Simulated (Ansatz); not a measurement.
# Co2Si: the cost of one run

Program: Ansatz 0.2.0. Level of theory: DFT PBEsol, scalar-relativistic, plane waves, PAW. These are calculated values, not measurements.

2 further runs of the same task are left out: 2 set aside as unsound or not needed. Runs told in other sessions of the task aren't counted.

**1. The structure to begin with**

Symmetry: Pnnm, No. 58, orthorhombic system. Conventional cell: a = 4.301 Å, b = 4.313 Å, c = 2.841 Å, α = 90.00°, β = 90.00°, γ = 90.00°. Co (site symmetry m) has 3 C at 1.88 Å in its first shell of neighbours. Around C (site symmetry 2/m) lie 6 Co at 1.88 Å.

Coordinates:

```xyz
6
Lattice="4.3128 0.0000 0.0000 0.0000 4.3007 0.0000 0.0000 0.0000 2.8408" Properties=species:S:1:pos:R:3 pbc="T T T"
Co    3.2084    2.7826    0.0000
Co    1.0520    3.6684    1.4204
Co    1.1044    1.5180    0.0000
Co    3.2609    0.6323    1.4204
C     0.0000    0.0000    0.0000
C     2.1564    2.1503    1.4204
```

It is the result of an earlier relaxation at this level (volume 8.78 Å³/atom; gap on the mesh: none (metal)).

**2. C → Si: the starting cell**

The start of Co2Si: fractional positions of relaxed Co2C, cell scaled by 1.069, a guess from tabulated radii. Atoms that may carry a moment start with parallel spins.

**3. A first look at the start (Co2Si)**

Input file input.yaml:

```yaml
crystal:
  lattice:
    - [4.6099759117, 0.0, 0.0]
    - [0.0, 4.5969704592, 0.0]
    - [0.0, 0.0, 3.0365604561]
  atoms:
    - { symbol: Co, position: [0.7439186832, 0.647025583, 0.0], spin: 3.0 }
    - { symbol: Co, position: [0.2439186832, 0.852974417, 0.5], spin: 3.0 }
    - { symbol: Co, position: [0.2560813168, 0.352974417, 0.0], spin: 3.0 }
    - { symbol: Co, position: [0.7560813168, 0.147025583, 0.5], spin: 3.0 }
    - { symbol: Si, position: [0.0, 0.0, 0.0] }
    - { symbol: Si, position: [0.5, 0.5, 0.5] }
basis:
  ecutwfc: 420
kpoints:
  mp_grid: { grid: [4, 4, 6] }
hamiltonian:
  xc: pbesol
scf:
  occupations: { method: gaussian, width: 0.1 }
  lower_state_search: "off"
output:
  forces: true
  stress: true
  eigenvalues: true
  populations: true
magnetization:
  spin_polarized: true
```

Run with:

```console
$ ansatz run input.yaml --threads 1 --pin off --max-ram 2560MiB --backend cpu --events-out ev --progress --plain --runs-dir out
```

Q: Estimate wall time and peak memory on 1 thread of Arm Neoverse V1, shared host.

About 32 s, with a peak of 0.43 GiB.
